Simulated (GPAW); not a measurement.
Al:

```
Al
1.0
     2.82708    0.00000    0.00000
    -1.41354    2.44832    0.00000
     0.00000    0.00000    9.18599
Al
4
Direct
  0.66667 0.33333 0.75000
  0.00000 0.00000 0.50000
  0.33333 0.66667 0.25000
  0.00000 0.00000 0.00000
```

This isn't the form of Al at room conditions, which is fcc.

* Program: GPAW 26.7.0
* Task: relaxation of cell and atoms
* Functional: PBEsol
* Potentials or basis: PAW data sets generated in the run's folder for this functional
* Cutoff: 600 eV
* Basis: pw
* k mesh: 9 × 9 × 3
* Occupations: fermi-dirac, width 0.05 eV
* Spin: no spin polarisation

At the start: pressure 1.8 GPa; volume 15.90 Å³/atom.

Task: Where does the relaxation end?

Result: Over 6 steps the energy falls by 5.0 meV/atom and the volume is 16.25 Å³/atom (+2.2 %); space group P6_3/mmc (No. 194, to 0.05 Å).

The path:
```
step  energy change (eV)  largest force (eV/Å)  pressure (GPa)  volume (Å³)
   1              0.0000                0.0000            1.78        63.58
   2             -0.0025                0.0000            1.61        63.70
   3             -0.0193                0.0000           -0.49        65.39
   4             -0.0194                0.0000           -0.26        65.20
   5             -0.0195                0.0000           -0.22        65.16
   6             -0.0199                0.0000            0.02        64.98
```

Final structure:
```
Al
1.0
     2.82826    0.00000    0.00000
    -1.41413    2.44935    0.00000
     0.00000    0.00000    9.38056
Al
4
Direct
  0.66667 0.33333 0.75000
  0.00000 0.00000 0.50000
  0.33333 0.66667 0.25000
  0.00000 0.00000 0.00000
```

Caveat: later steps reuse the first step's grids.
